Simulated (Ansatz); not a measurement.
Method: DFT PBE, scalar-relativistic, plane waves, PAW (Ansatz). Settings: cutoff 420 eV, Γ-centred meshes spaced at most about 0.3 Å⁻¹, and about 0.25 Å⁻¹ or finer for metals (2π included), Gaussian smearing. No spin polarisation.

These are static total energies at zero pressure.

Two forms of Si4Se3 were relaxed alike.

A.

```xyz
7
Lattice="1.8700 1.0796 12.6542 -1.8700 1.0796 12.6542 0.0000 -2.1593 12.6542" Properties=species:S:1:pos:R:3 pbc="T T T"
Si    0.0000    0.0000    6.0036
Si    0.0000    0.0000   31.9590
Si    0.0000    0.0000   11.0604
Si    0.0000    0.0000   26.9023
Se    0.0000    0.0000   22.3909
Se    0.0000    0.0000   15.5718
Se    0.0000    0.0000    0.0000
```

B.

```xyz
14
Lattice="3.6817 0.0000 0.0000 0.0000 3.8192 0.0000 0.0000 0.0000 27.2201" Properties=species:S:1:pos:R:3 pbc="T T T"
Si    1.8409    1.9096   22.0109
Si    1.8409    0.0000   20.6669
Si    0.0000    1.9096    4.5610
Si    1.8409    0.0000    1.7926
Si    1.8409    1.9096    3.1517
Si    0.0000    1.9096   11.2576
Si    1.8409    0.0000   14.0257
Si    0.0000    0.0000   12.6174
Se    0.0000    1.9096   23.4607
Se    0.0000    0.0000   19.2179
Se    0.0000    0.0000    5.9733
Se    0.0000    0.0000    0.3346
Se    1.8409    1.9096    9.8015
Se    1.8409    1.9096   15.4395
```

**Question.** Which form is favoured at zero pressure, and by what margin per atom?

**Answer.** B is lower, by 236 meV/atom. A has space group R-3m (No. 166), 21.9 Å³/atom and no gap on its mesh; B has space group Pmm2 (No. 25), 27.3 Å³/atom and no gap. Counting Se atoms around Si (those within 1.25 times the shortest such distance or 1.15 times the sum of covalent radii, 1.27 where that leaves under three; a plus sign parts nearer from farther groups; the shortest distance is added where it exceeds 1.18 times the sum of covalent radii; a slash parts the counts of unlike sites), A has Si 3+3 from 3.8 Å/6 and B has Si 2/8 from 3.9 Å. A and B both hold Si–Si nets. Both come from invented guesses.

Weakly bound directions are ill-defined at this level, which has no dispersion term (R-3m, Pmm2), and this can change margins and order among such cells. Cells relaxed within their symmetry can be saddle points.
